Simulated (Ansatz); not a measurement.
Working through an equation of state with a fit of C, space group C2/m

Computed with the Python package of Ansatz (0.2.0).

The cells in order, each with its output:

**Cell 1**
```python
import ansatz
import numpy as np
from pymatgen.analysis.eos import EOS
```

**Cell 2**
```python
VECTORS = np.array([
    [2.12732, -1.22828, 0.0],
    [2.12732, 1.22828, 0.0],
    [-1.37907, 0.0, 3.50283],
])
SITES = [
    ("C", [0.83336, 0.83336, 9e-05]),
    ("C", [0.16664, 0.16664, 0.99991]),
]
```

**Cell 3**
```python
def crystal_on(cell):
    crystal = ansatz.Crystal(lattice=ansatz.Lattice.of(cell))
    for symbol, position in SITES:
        crystal = crystal.atom(symbol, position)
    return crystal
```

**Cell 4**
```python
# uniform scaling of the cell
volumes, energies, pressures = [], [], []
for scale in np.linspace(0.88, 1.12, 7):
    cell = VECTORS * scale ** (1 / 3)
    model = (
        crystal_on(cell).calculation()
        .occupations("gaussian", width=0.15)
        .functional("pbesol")
        .basis(500)
        .kpoints(14, 14, 8)
        .stress()
    )
    rep = model.run(threads=1, pin="off").report
    volumes.append(abs(np.linalg.det(cell)) / len(SITES))
    energies.append(rep["free_energy_ev"] / len(SITES))
    pressures.append(np.trace(rep["stress_gpa"]) / 3)
    print(f"V = {volumes[-1]:8.4f} A^3/atom  F = {energies[-1]:.5f} eV/atom  P = {pressures[-1]:8.3f} GPa")
```
Output:
```text
V =   8.0544 A^3/atom  F = -246.55172 eV/atom  P =   44.469 GPa
V =   8.4205 A^3/atom  F = -246.63299 eV/atom  P =   27.200 GPa
V =   8.7866 A^3/atom  F = -246.67825 eV/atom  P =   12.852 GPa
V =   9.1527 A^3/atom  F = -246.69355 eV/atom  P =    0.906 GPa
V =   9.5188 A^3/atom  F = -246.68390 eV/atom  P =   -9.055 GPa
V =   9.8849 A^3/atom  F = -246.65343 eV/atom  P =  -17.363 GPa
V =  10.2510 A^3/atom  F = -246.60559 eV/atom  P =  -24.292 GPa
```

**Cell 5**
```python
for form in ["murnaghan", "birch_murnaghan", "pourier_tarantola"]:
    fit = EOS(eos_name=form).fit(volumes, energies)
    print(f"{form:18s} V0 {fit.v0:8.4f} A^3/atom  B0 {fit.b0_GPa:7.1f} GPa  B1 {fit.b1:5.2f}")
```
Output:
```text
murnaghan          V0   9.1839 A^3/atom  B0   267.8 GPa  B1  3.51
birch_murnaghan    V0   9.1834 A^3/atom  B0   269.0 GPa  B1  3.55
pourier_tarantola  V0   9.1833 A^3/atom  B0   269.4 GPa  B1  3.57
```

A third-order Birch-Murnaghan fit through the 7 points has its minimum at 9.18 Å³ an atom, 0.3 % above the typed cell, with a bulk modulus of 269 GPa and dB/dP = 3.6. From that minimum the energy rises by 141.9 meV an atom on the compressed side and 88.0 meV on the expanded side.

Notes:
- Total energies depend on the potentials; only differences at equal settings carry meaning.
- Shape and fractional positions are held along the curve, so the bulk modulus is an upper value where they are free to relax, by a factor of two or more in layered or hydrogen-bonded cells.
- Within a few hundredths of an angstrom the cell has the higher group R-3m; the lower one is a small distortion.
- Pressure is positive in compression.
- Finished in 34 s on 1 thread of Arm Neoverse V1 (shared host), peak memory 0.5 GiB.
